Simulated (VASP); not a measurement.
# CuAu (P4/mmm) in VASP: single point with r2SCAN

Aim: the single point of CuAu with r2SCAN.

Everything below comes from runs of VASP 6.6.1. Logs are shortened: lines on timing, memory, paths and dates and some standing lists are left out, and cuts for length are marked.

## (1) The cell of the first run

It takes space group P4/mmm (No. 123, tetragonal). The conventional cell has a = 2.744 Å, b = 2.744 Å, c = 3.670 Å, α = 90.00°, β = 90.00°, γ = 90.00°. Around Cu (site symmetry 4/mmm) lie 8 Au at 2.67 Å and 4 Cu at 2.74 Å. Au (site symmetry 4/mmm) is surrounded by 8 Cu at 2.67 Å and 4 Au at 2.74 Å.

## (2) Single point, r2SCAN (strain -0.0200 x Voigt [1, 1, 0, 0, 0, 0], atoms carried along)

POSCAR

```
CuAu
1.0
    2.7440000000      0.0000000000      0.0000000000
    0.0000000000      2.7440000000      0.0000000000
    0.0000000000      0.0000000000      3.6700000000
Cu Au
1 1
Direct
    0.5000000000      0.5000000000      0.5000000000
    0.0000000000      0.0000000000      0.0000000000
```

INCAR.step1

```
SYSTEM = CuAu
PREC = Accurate ; ENCUT = 520
ISMEAR = 0 ; SIGMA = 0.15
LREAL = .False. ; LASPH = .True.
NELM = 100 ; NBANDS = 18
GGA = PE ; ALGO = Normal
EDIFF = 1E-4 ; LWAVE = .True.
LCHARG = .False.
```

INCAR.step2

```
SYSTEM = CuAu
PREC = Accurate ; ENCUT = 520
EDIFF = 1E-7 ; ISMEAR = 0
SIGMA = 0.15 ; LREAL = .False.
LASPH = .True. ; NELM = 100
ALGO = Normal ; ISIF = 2
LWAVE = .False. ; LCHARG = .True.
METAGGA = R2SCAN ; LMIXTAU = .True.
LELF = .True. ; LVHAR = .True.
NBANDS = 18 ; ISTART = 1
```

KPOINTS

```
regular mesh
0
Gamma
  18 18 14
  0 0 0
```

Potentials or basis: VASP PAW PBE potentials, release 64 (Cu, Au).

Launch:

```bash
$ cat potpaw_PBE.64/Cu/POTCAR potpaw_PBE.64/Au/POTCAR > POTCAR
$ cp INCAR.step1 INCAR
$ mpirun -np 1 vasp_std > vasp.out
$ cp INCAR.step2 INCAR
$ mpirun -np 1 vasp_std > vasp.out
```

OUTCAR:

```text
SYSTEM = CuAu
   PREC = Accurate
   ENCUT = 520
   EDIFF = 1E-7
   ISMEAR = 0
   LREAL = .False.
   LASPH = .True.
   NELM = 100
   ISIF = 2
   METAGGA = R2SCAN
   ISTART = 1

 ion  position               nearest neighbor table
   1  0.500  0.500  0.500-   2 2.67   2 2.67   2 2.67   2 2.67   2 2.67   2 2.67   2 2.67   2 2.67

   2  0.000  0.000  0.000-   1 2.67   1 2.67   1 2.67   1 2.67   1 2.67   1 2.67   1 2.67   1 2.67

  LATTYP: Found a simple tetragonal cell.
 ALAT       =     2.7440000000
 C/A-ratio  =     1.3374635569

  Lattice vectors:

 A1 = (   2.7440000000,   0.0000000000,   0.0000000000)
 A2 = (   0.0000000000,   2.7440000000,   0.0000000000)
 A3 = (   0.0000000000,   0.0000000000,   3.6700000000)

Analysis of symmetry for initial positions (statically):
=====================================================================
 Subroutine PRICEL returns:
 Original cell was already a primitive cell.

 Routine SETGRP: Setting up the symmetry group for a
 simple tetragonal supercell.

 Subroutine GETGRP returns: Found 16 space group operations
 (whereof 16 operations were pure point group operations)
 out of a pool of 16 trial point group operations.

The static configuration has the point symmetry D_4h.

Analysis of symmetry for dynamics (positions and initial velocities):
=====================================================================
 Subroutine PRICEL returns:
 Original cell was already a primitive cell.

 Routine SETGRP: Setting up the symmetry group for a
 simple tetragonal supercell.

 Subroutine GETGRP returns: Found 16 space group operations
 (whereof 16 operations were pure point group operations)
 out of a pool of 16 trial point group operations.

The dynamic configuration has the point symmetry D_4h.

 Subroutine INISYM returns: Found 16 space group operations
 (whereof 16 operations are pure point group operations),
 and found     1 'primitive' translations

----------------------------------------------------------------------------------------

                                     Primitive cell

  volume of cell :      27.6334

  direct lattice vectors                    reciprocal lattice vectors
     2.744000000  0.000000000  0.000000000     0.364431487  0.000000000  0.000000000
     0.000000000  2.744000000  0.000000000     0.000000000  0.364431487  0.000000000
     0.000000000  0.000000000  3.670000000     0.000000000  0.000000000  0.272479564

  length of vectors
     2.744000000  2.744000000  3.670000000     0.364431487  0.364431487  0.272479564

  position of ions in fractional coordinates (direct lattice)
     0.500000000  0.500000000  0.500000000
     0.000000000  0.000000000  0.000000000

  ion indices of the primitive-cell ions
   primitive index   ion index
                 1           1
                 2           2

----------------------------------------------------------------------------------------

 KPOINTS: regular mesh

Automatic generation of k-mesh.
 Grid dimensions read from file:
 generate k-points for:   18   18   14

 Generating k-lattice:

  Cartesian coordinates                     Fractional coordinates (reciprocal lattice)
     0.020246194  0.000000000  0.000000000     0.055555556  0.000000000  0.000000000
     0.000000000  0.020246194  0.000000000     0.000000000  0.055555556  0.000000000
     0.000000000  0.000000000  0.019462826     0.000000000  0.000000000  0.071428571

  Length of vectors
     0.020246194  0.020246194  0.019462826

  Shift w.r.t. Gamma in fractional coordinates (k-lattice)
     0.000000000  0.000000000  0.000000000

 Subroutine IBZKPT returns following result:
 ===========================================

 Found    440 irreducible k-points:

 Following reciprocal coordinates:
            Coordinates               Weight
  0.000000  0.000000  0.000000      1.000000
  0.055556  0.000000  0.000000      4.000000
  0.111111  0.000000  0.000000      4.000000
  0.166667  0.000000  0.000000      4.000000
  0.222222  0.000000  0.000000      4.000000
  0.277778  0.000000  0.000000      4.000000
[... 16 lines left out ...]
  0.277778  0.111111  0.000000      8.000000
  0.333333  0.111111  0.000000      8.000000
 [... further k-points ...]
   k-points           NKPTS =    440   k-points in BZ     NKDIM =    440   number of bands    NBANDS=     18
   number of dos      NEDOS =    301   number of ions     NIONS =      2
   total plane-waves  NPLWV =  11200
   dimension x,y,z NGX =    20 NGY =   20 NGZ =   28
   dimension x,y,z NGXF=    40 NGYF=   40 NGZF=   56
   ions per type =               1   1
   NGX,Y,Z   is equivalent  to a cutoff of  12.12, 12.12, 12.68 a.u.
   NGXF,Y,Z  is equivalent  to a cutoff of  24.23, 24.23, 25.37 a.u.
 SYSTEM =  CuAu
   PREC   = accura    normal or accurate (medium, high low for compatibility)
   ISTART =      1    job   : 0-new  1-cont  2-samecut
   ICHARG =      0    charge: 1-file 2-atom 10-const
   ISPIN  =      1    spin polarized calculation?
   LNONCOLLINEAR =      F non collinear calculations
   LSORBIT =      F    spin-orbit coupling
   LASPH  =      T    aspherical Exc in radial PAW
   ENCUT  =  520.0 eV  38.22 Ry    6.18 a.u.   5.10  5.10  6.82*2*pi/ulx,y,z
   NELM   =    100;   NELMIN=  2; NELMDL=  0     # of ELM steps
   EDIFF  = 0.1E-06   stopping-criterion for ELM
   LREAL  =      F    real-space projection
   EDIFFG = 0.1E-05   stopping-criterion for IOM
   NSW    =      0    number of steps for IOM
   IBRION =     -1    ionic relax: 0-MD 1-quasi-New 2-CG
   NFREE  =      0    steps in history (QN), initial steepest desc. (CG)
   ISIF   =      2    stress and relaxation
   ISYM   =      2    0-nonsym 1-usesym 2-fastsym
   POTIM  = 0.5000    time-step for ionic-motion
   TEBEG  =    0.0;   TEEND  =   0.0 temperature during run
   PSTRESS=    0.0 pullay stress
   NELECT =      22.0000    total number of electrons
   NUPDOWN=      -1.0000    fix difference up-down
   EMIN   =  10.00;   EMAX   =-10.00  energy-range for DOS
   EFERMI =   0.00;   METHOD = LEGACY
   ISMEAR =     0;   SIGMA  =   0.15  broadening in eV -4-tet -1-fermi 0-gaus
   EFERMI_NEDOS =   21; number of points for ismear=-14 and -15
   IALGO  =     38    algorithm
   IMIX   =      4    mixing-type and parameters
     AMIX     =   0.40;   BMIX     =  1.00
     AMIX_MAG =   1.60;   BMIX_MAG =  1.00
  volume/ion in A,a.u.               =      13.82        93.24
  Fermi-wavevector in a.u.,A,eV,Ry     =   1.517298  2.867278 31.323252  2.302194
  Thomas-Fermi vector in A             =   2.626572
   LORBIT       =      0    0 simple, 1 ext, 2 COOP (PROOUT), +10 PAW based schemes
   METAGGA = R2SCAN    functional components
   LHFCALC =     F    Hartree Fock is set to
   AEXX    =    0.0000 exact exchange contribution
   IVDW    =     0    specifies the selected vdW correction
   LEPSILON=     F    determine dielectric tensor
   LRPA    =     F    only Hartree local field effects (RPA)
 non-spin polarized calculation
 Gauss-broadening in eV      SIGMA  =   0.15
  energy-cutoff  :      520.00
  volume of cell :       27.63
 maximum number of plane-waves:       768
   NGX = 11   NGY = 11   NGZ = 13

 number of electron      21.9999978 magnetization

 Free energy of the ion-electron system (eV)
  ---------------------------------------------------
  ext. energy  EPLUGINS =         0.00000000
  ---------------------------------------------------
  free energy    TOTEN  =       -61.49437855 eV

  energy without entropy =      -61.48798880  energy(sigma->0) =      -61.49118367

 E-fermi :   9.4231     XC(G=0): -13.9693

 val. band max:        9.4201833725   @ k =   0.3889   0.3333   0.2857
 cond. band min:       9.4261533081   @ k =   0.5000   0.0000   0.0000
 fundamental gap:      0.0059699356
 Fermi energy:         9.4231218460

 k-point     1 :       0.0000    0.0000    0.0000
  band No.  band energies     occupation
      1      -1.2126      2.00000
      2       1.9598      2.00000
      3       2.1788      2.00000
      4       4.9144      2.00000
      5       4.9144      2.00000
      6       6.1362      2.00000
[... 10 lines left out ...]
     17      27.5980      0.00000
     18      27.9172      0.00000

 k-point     2 :       0.0556    0.0000    0.0000
  band No.  band energies     occupation
      1      -1.1323      2.00000
      2       2.0051      2.00000
      3       2.2228      2.00000
      4       4.8593      2.00000
      5       4.9332      2.00000
      6       6.0981      2.00000
[... 10 lines left out ...]
     17      27.6423      0.00000
     18      28.4416      0.00000

 k-point     3 :       0.1111    0.0000    0.0000
  band No.  band energies     occupation
      1      -0.8969      2.00000
      2       2.1184      2.00000
      3       2.3731      2.00000
      4       4.6980      2.00000
      5       4.9885      2.00000
      6       5.9867      2.00000
[... 10 lines left out ...]
     17      27.7164      0.00000
     18      30.0169      0.00000

 k-point     4 :       0.1667    0.0000    0.0000
  band No.  band energies     occupation
      1      -0.5232      2.00000
      2       2.2631      2.00000
      3       2.6525      2.00000
      4       4.4472      2.00000
      5       5.0777      2.00000
      6       5.8125      2.00000
[... 10 lines left out ...]
     17      27.6096      0.00000
     18      29.9986      0.00000

 k-point     5 :       0.2222    0.0000    0.0000
  band No.  band energies     occupation
      1      -0.0397      2.00000
      2       2.4327      2.00000
      3       3.0416      2.00000
      4       4.1409      2.00000
      5       5.1959      2.00000
      6       5.5960      2.00000
[... 10 lines left out ...]
     17      27.0351      0.00000
     18      29.4853      0.00000

 k-point     6 :       0.2778    0.0000    0.0000
  band No.  band energies     occupation
      1       0.5105      2.00000
      2       2.6296      2.00000
      3       3.4944      2.00000
      4       3.8234      2.00000
      5       5.3356      2.00000
      6       5.3659      2.00000
[... 10 lines left out ...]
     17      26.0093      0.00000
     18      28.9101      0.00000

 k-point     7 :       0.3333    0.0000    0.0000
  band No.  band energies     occupation
      1       1.0659      2.00000
      2       2.8534      2.00000
      3       3.5366      2.00000
      4       3.9450      2.00000
      5       5.1524      2.00000
      6       5.4857      2.00000
[... 10 lines left out ...]
     17      24.7639      0.00000
     18      28.1624      0.00000

 k-point     8 :       0.3889    0.0000    0.0000
  band No.  band energies     occupation
      1       1.5439      2.00000
      2       3.0987      2.00000
      3       3.3119      2.00000
      4       4.3057      2.00000
      5       4.9813      2.00000
      6       5.6288      2.00000
[... 10 lines left out ...]
     17      25.7334      0.00000
     18      27.3956      0.00000
[... 229 lines left out ...]
     17      25.9297      0.00000
     18      27.1209      0.00000

 k-point    20 :       0.1111    0.1111    0.0000
  band No.  band energies     occupation
      1      -0.5811      2.00000
      2       2.3356      2.00000
      3       2.5000      2.00000
      4       4.6388      2.00000
      5       4.8602      2.00000
      6       5.7970      2.00000
[... 10 lines left out ...]
     17      28.5655      0.00000
     18      29.4743      0.00000

 k-point    21 :       0.1667    0.1111    0.0000
  band No.  band energies     occupation
      1      -0.2085      2.00000
      2       2.5123      2.00000
      3       2.7349      2.00000
      4       4.4265      2.00000
      5       4.8500      2.00000
      6       5.5920      2.00000
[... 10 lines left out ...]
     17      27.9709      0.00000
     18      30.1375      0.00000

 k-point    22 :       0.2222    0.1111    0.0000
  band No.  band energies     occupation
      1       0.2716      2.00000
      2       2.6766      2.00000
      3       3.1027      2.00000
      4       4.1206      2.00000
      5       4.8793      2.00000
      6       5.3615      2.00000
[... 10 lines left out ...]
     17      27.3079      0.00000
     18      30.0943      0.00000

 k-point    23 :       0.2778    0.1111    0.0000
  band No.  band energies     occupation
      1       0.8172      2.00000
      2       2.8556      2.00000
      3       3.5027      2.00000
      4       3.7979      2.00000
      5       4.9097      2.00000
      6       5.1695      2.00000
[... 10 lines left out ...]
     17      26.1252      0.00000
     18      29.6093      0.00000

 k-point    24 :       0.3333    0.1111    0.0000
  band No.  band energies     occupation
      1       1.3736      2.00000
      2       3.0465      2.00000
      3       3.5069      2.00000
      4       3.7878      2.00000
      5       4.9290      2.00000
      6       5.1215      2.00000
[... 10 lines left out ...]
     17      24.7965      0.00000
     18      28.2795      0.00000

 [... further k-points ...]

------------------------ aborting loop because EDIFF is reached ----------------------------------------

  FORCE on cell =-STRESS in cart. coord.  units (eV):
  Direction    XX          YY          ZZ          XY          YZ          ZX
  --------------------------------------------------------------------------------------
  -------------------------------------------------------------------------------------
  Total        1.8460777      1.8460777      1.4330993      0.0000000     -0.0000000      0.0000000
  in kB      107.0351170    107.0351170     83.0907340      0.0000000     -0.0000000      0.0000000
  external PRESSURE =      99.0536560 kB  Pullay stress =       0.0000000 kB

 VOLUME and BASIS-vectors are now :
 -----------------------------------------------------------------------------
  energy-cutoff  :      520.00
  volume of cell :       27.63
      direct lattice vectors                 reciprocal lattice vectors
     2.744000000  0.000000000  0.000000000     0.364431487  0.000000000  0.000000000
     0.000000000  2.744000000  0.000000000     0.000000000  0.364431487  0.000000000
     0.000000000  0.000000000  3.670000000     0.000000000  0.000000000  0.272479564

 POSITION                                       TOTAL-FORCE (eV/Angst)
 -----------------------------------------------------------------------------------
      1.37200      1.37200      1.83500         0.000000      0.000000      0.000000
      0.00000      0.00000      0.00000         0.000000      0.000000      0.000000
 -----------------------------------------------------------------------------------
    total drift:                               -0.000000      0.000000      0.000000

  FREE ENERGIE OF THE ION-ELECTRON SYSTEM (eV)
  ---------------------------------------------------
  free  energy   TOTEN  =       -61.4943785531 eV

  energy  without entropy=      -61.4879887963  energy(sigma->0) =      -61.49118367
```

It took 8.8 min on 1 thread of Intel Xeon Platinum 8259CL at 2.50GHz (Skylake/Cascade Lake), shared host; peak memory 0.33 GiB.

What came out:

```yaml
Free_energy: -61.4944 eV
Pressure: 9.9 GPa
Band_gap_on_the_k_mesh: none (metal or under the smearing width)
```

Stress tensor (GPa, compression positive):
```
10.70  0.00  0.00
 0.00 10.70  0.00
 0.00  0.00  8.31
```

Caveat: the PAW data sets were made with another functional, which shifts forces and pressure a little.
